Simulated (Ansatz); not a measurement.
The structure comes from a relaxation in the same program, started in the bcc type, and has space group Im-3m. Whether it is a known phase or the ground state wasn't checked.

An input for Yb and the output that it gave: DFT, PBE, all-electron PAW with datasets made for the crystal, scalar-relativistic (Ansatz 0.2.0).

Command: `ansatz run input.yaml --threads 1 --pin off --max-ram 2048MiB --backend cpu --events-out ev --progress --plain --runs-dir out` The run took about 14 s on 1 thread of a shared machine.

```yaml
crystal:
  lattice:
    - [-2.0523223936, 2.0523223936, 2.0523223936]
    - [2.0523223936, -2.0523223936, 2.0523223936]
    - [2.0523223936, 2.0523223936, -2.0523223936]
  atoms:
    - { symbol: Yb, position: [0.0, 0.0, 0.0] }
kpoints:
  mp_grid: { grid: [15, 15, 15] }
  band_path:
    path:
      - [0.0, 0.0, 0.0]
      - [0.5, -0.5, 0.5]
      - [0.0, 0.0, 0.5]
      - [0.0, 0.0, 0.0]
      - [0.25, 0.25, 0.25]
      - [0.5, -0.5, 0.5]
      - [0.25, 0.25, 0.25]
      - [0.0, 0.0, 0.5]
    npoints: 8
scf:
  occupations: { method: fermi_dirac, width: 0.05 }
hamiltonian:
  xc: pbe
  pseudopotentials: { kind: all_electron, datasets: crystal }
output:
  forces: true
  stress: true
  eigenvalues: true
  efg: { contact_densities: true }
```

What the program printed:

```
hamiltonian.pseudopotentials.datasets: crystal makes datasets for this crystal and solves the spheres of its atoms anew in each pass: cutoff 280.0 eV, the density's 1120.0 eV; for an error of 0.50 meV an atom under PBE, 0.5 meV for the cell; an energy difference from a run of another recipe may be off by several times the error for the cell, under r2SCAN by more, where some 0.1 meV an atom stays at smaller errors; Yb in spheres of 1.376 Å, 24 of its electrons in bands
Yb: output.efg is read without spin–orbit coupling, which moves field gradients at and beside such atoms by some per cent and up to a factor of two; PAW files take it under magnetization.noncollinear and magnetization.spin_orbit
Engine: ansatz 0.2.0
Pseudopotentials: kind: all_electron
Pseudopotential: Yb, paw, valence charge 24, recommended cutoff 280 eV (normal), Koelling and Harmon's equation, gaussian nucleus
Functional definition: PBE
  parameter kappa = 0.804
  parameter beta = 0.06672455060314922
  exchange = pbe_x(kappa = kappa, mu = beta*pi^2/3)
  correlation = pbe_c(beta = beta)
Crystal: 1 atoms, lattice volume = 34.578 Å³
Basis set: ecut = 280 eV, 369 PW (Γ), exchange–correlation on 40×40×40 points (8 copies of the dense FFT grid, shifted against one another)
Bands: 16, of which v1, the nominal top of the filled ones, is band 12 counted from 1 (11 counted from 0)
Symmetry: 48 space group operations
Space group: Im-3m (ITA 229), of the structure as read, at distance tolerance 3.3e-5 Å
k-points: 120 of 3375
Non-local potential: Yb, projectors of the file, l = 0: 2, l = 1: 2, l = 2: 1, l = 3: 2
PAW form: soft (Blöchl's): semilocal exchange-correlation on the pseudo side does not see the compensation charge
PAW one-centre angular grid: Yb, 590 points (default); XC on its mesh's 1827 points in the sphere
Initial density: superposition of atomic densities (neutral atoms: chi_scale 0, normalization atom)
Initial wavefunctions: pseudopotential atomic-orbital guess
Functional: x = pbe(κ = 0.804, μ = 0.2195149727645171), c = pbe(β = 0.06672455060314922)
iter 1 solved again at ethr=1.00e-1 eV; its pass at ethr=1.00e-1 eV (dr2=3.30e1 eV) is discarded
SCF iter   1: F=—  HF=-382545.264502 eV  |F-HF|=—  |Δ(HF+E_count)|=         —  Δρ=2.87e-1  dr2=3.32e1  ethr=1.00e-1  ⟨swp⟩=2.0  Hψ=10112  notcnv=0
preconditioner: auto → Kerker (q_TF=auto, 2.567 Å⁻¹)  [metal: Δε(μ)=0.001 eV  Ē_g=9.076 eV  σ=0.050 eV  W_gap=0.01  n_scr=12 (ndim 8)  ℏωp=29.6 eV  f_vac=0.000  D(μ)=23.75/eV (n_scr^D=790)]
SCF iter   2: F=—  HF=-382569.461512 eV  |F-HF|=—  |Δ(HF+E_count)|=    2.42e1  Δρ=1.86e-1  dr2=1.06e1  ethr=1.00e-1  ⟨swp⟩=3.0  Hψ=5662  notcnv=0  recentre
SCF iter   3: F=—  HF=-382548.272667 eV  |F-HF|=—  |Δ(HF+E_count)|=    2.12e1  Δρ=1.08e-1  dr2=3.68e0  ethr=4.41e-2  ⟨swp⟩=3.0  Hψ=4883  notcnv=0
SCF iter   4: F=—  HF=-382544.844850 eV  |F-HF|=—  |Δ(HF+E_count)|=    3.43e0  Δρ=7.78e-2  dr2=1.98e0  ethr=1.53e-2  ⟨swp⟩=2.3  Hψ=3889  notcnv=0
SCF iter   5: F=—  HF=-382543.552743 eV  |F-HF|=—  |Δ(HF+E_count)|=    1.29e0  Δρ=9.81e-2  dr2=4.04e0  ethr=8.27e-3  ⟨swp⟩=3.0  Hψ=5095  notcnv=0
iter 6 solved again at ethr=2.21e-4 eV; its pass at ethr=8.27e-3 eV (dr2=5.30e-2 eV) is discarded
SCF iter   6: F=—  HF=-382543.183623 eV  |F-HF|=—  |Δ(HF+E_count)|=   3.69e-1  Δρ=1.30e-2  dr2=5.54e-2  ethr=2.21e-4  ⟨swp⟩=2.7  Hψ=8722  notcnv=0  defer=10
SCF iter   7: F=—  HF=-382543.192845 eV  |F-HF|=—  |Δ(HF+E_count)|=   9.22e-3  Δρ=2.12e-2  dr2=1.64e-1  ethr=2.21e-4  ⟨swp⟩=3.0  Hψ=3699  notcnv=0  defer=3
SCF iter   8: F=—  HF=-382543.178437 eV  |F-HF|=—  |Δ(HF+E_count)|=   1.44e-2  Δρ=1.25e-2  dr2=5.74e-2  ethr=2.21e-4  ⟨swp⟩=2.5  Hψ=3904  notcnv=0  defer=5
SCF iter   9: F=—  HF=-382543.174488 eV  |F-HF|=—  |Δ(HF+E_count)|=   3.95e-3  Δρ=9.15e-3  dr2=3.47e-2  ethr=2.21e-4  ⟨swp⟩=2.5  Hψ=3939  notcnv=0  defer=3
SCF iter  10: F=—  HF=-382543.175668 eV  |F-HF|=—  |Δ(HF+E_count)|=   1.18e-3  Δρ=1.05e-2  dr2=4.49e-2  ethr=1.45e-4  ⟨swp⟩=2.0  Hψ=3415  notcnv=0  defer=2
SCF iter  11: F=—  HF=-382543.175063 eV  |F-HF|=—  |Δ(HF+E_count)|=   6.05e-4  Δρ=9.89e-3  dr2=3.92e-2  ethr=1.45e-4  ⟨swp⟩=2.0  Hψ=3411  notcnv=0  defer=1
SCF iter  12: F=—  HF=-382543.170831 eV  |F-HF|=—  |Δ(HF+E_count)|=   4.23e-3  Δρ=3.26e-3  dr2=4.32e-3  ethr=1.45e-4  ⟨swp⟩=2.0  Hψ=3411  notcnv=0  defer=1
SCF iter  13: F=—  HF=-382543.172319 eV  |F-HF|=—  |Δ(HF+E_count)|=   1.49e-3  Δρ=9.66e-4  dr2=3.95e-4  ethr=1.80e-5  ⟨swp⟩=2.0  Hψ=3405  notcnv=0  defer=1
SCF iter  14: F=—  HF=-382543.172350 eV  |F-HF|=—  |Δ(HF+E_count)|=   3.10e-5  Δρ=1.13e-3  dr2=5.50e-4  ethr=1.65e-6  ⟨swp⟩=3.0  Hψ=4739  notcnv=0
SCF iter  15: F=—  HF=-382543.172285 eV  |F-HF|=—  |Δ(HF+E_count)|=   6.43e-5  Δρ=3.11e-4  dr2=4.52e-5  ethr=1.65e-6  ⟨swp⟩=2.0  Hψ=3403  notcnv=0
SCF iter  16: F=—  HF=-382543.172276 eV  |F-HF|=—  |Δ(HF+E_count)|=   8.90e-6  Δρ=6.62e-5  dr2=2.21e-6  ethr=1.88e-7  ⟨swp⟩=2.0  Hψ=3402  notcnv=0
SCF iter  17: F=—  HF=-382543.172276 eV  |F-HF|=—  |Δ(HF+E_count)|=   1.67e-7  Δρ=1.88e-5  dr2=1.84e-7  ethr=9.20e-9  ⟨swp⟩=2.5  Hψ=3480  notcnv=0
SCF iter  18: F=-382543.172276 eV  HF=-382543.172276 eV  |F-HF|=6.23e-9  |Δ(HF+E_count)|=   5.53e-9  Δρ=2.83e-6  dr2=2.05e-9  ethr=7.66e-10  ⟨swp⟩=3.2  Hψ=3771  notcnv=0
SCF 1 converged in 18 iterations: F = -382543.172276 eV  dr2 = 2.05e-9
  Residual-converged pass: ⟨swp⟩=4.2  Hψ=5391  notcnv=0  max |occ|·‖R‖ = 3.6e-6 eV (tolerance 3.7e-6 eV)  dr2=2.11e-9  dr2_onsite=7.70e-9  max |Δocc| = 9.3e-10
  greatest PAW one-centre occupation: 0.996 electrons in one spin orbital (limit 2), on the Yb atom at site 0 (counted from 0), in its partial waves of l = 0
NSCF: frozen V_eff on 57 k-points
SCF converged after 18 iterations
Free energy (F): -382543.172276 eV
Harris-Foulkes:  -382543.172276 eV  (|F-HF|=6.23e-9)
Internal energy: -382543.160510 eV  (E = F + TS)
E sigma→0 (E₀):  -382543.166393 eV
Entropy (-TS):   -0.011766 eV (-11.766 meV/atom)
Past the cutoff: the bands carry plane waves up to 1.75 times it, of which those up to 1.5 times it add -0.001496 eV an atom, each by itself; the spheres take 0.000361 eV an atom off the energy for waves past 1.75 times it
By the cutoff:   a pressure is off by up to 0.006 GPa (1.2 times the spheres' own share and the shells' term, over an atom's volume, and 0.004 GPa: a bound that held against runs at twice the plane waves)
Past the cutoffs: a stress includes 0.0048 GPa for waves and charges beyond them, in addition to the slope of what the spheres take
In the spheres:  the bands' charges fall short by 4.4e-7 e at most (sound up to 1e-3)
Fermi energy:    12.343785 eV
--- Per-component energies (eV) ---
  The terms above E_closure are by the made datasets' own strengths, without shells solved beside the bands.
--- Forces (eV/Å), atoms counted from 1 ---
  atom   1  Yb     0.00000000    -0.00000000     0.00000000
  max |Σ_I F_I| component: 8.22e-33 eV/Å
--- Stress (GPa, compression-positive) ---
       -0.000891       0.000000      -0.000000
       -0.000000      -0.000891       0.000000
       -0.000000      -0.000000      -0.000891
  P = ⅓ Tr σ = -0.0009 GPa (-0.009 kbar)
--- PAW observables at the nuclei: V_zz in 10²¹ V/m², potentials from the cell's mean, atoms counted from 1 ---
  atom   1  Yb V_zz =    -0.000000   η = 0.0000   by run symmetry: forbidden
            electrostatic potential = -13559.355905 V   contact ρ = 6426390.797248 e/Å³
--- Band table (eV; the first three rows and the last of 120) ---
  k-point 0: bands = ["-39.2235", "-11.4112", "-11.4112", "-11.4112", "7.1418", "11.8963", "11.8963", "11.8963", "12.0333", "12.0333", "12.0333", "12.0604", "15.3426", "15.3426", "15.3426"]
  k-point 1: bands = ["-39.2225", "-11.4289", "-11.4168", "-11.4112", "7.2559", "11.8967", "11.8976", "11.8994", "12.0294", "12.0314", "12.0315", "12.0544", "15.2461", "15.2891", "15.4618"]
  k-point 2: bands = ["-39.2198", "-11.4788", "-11.4328", "-11.4113", "7.5896", "11.8981", "11.9011", "11.9086", "12.0188", "12.0208", "12.0265", "12.0453", "14.9920", "15.0588", "15.8129"]
  k-point 119: bands = ["-39.1849", "-11.6885", "-11.6855", "-11.6855", "11.7792", "11.7833", "11.8974", "11.9411", "11.9419", "11.9419", "12.0429", "12.0429", "12.0693", "17.5428", "17.5428"]
```

Where the f shell is localised, expect the real compound to differ from this run without U.
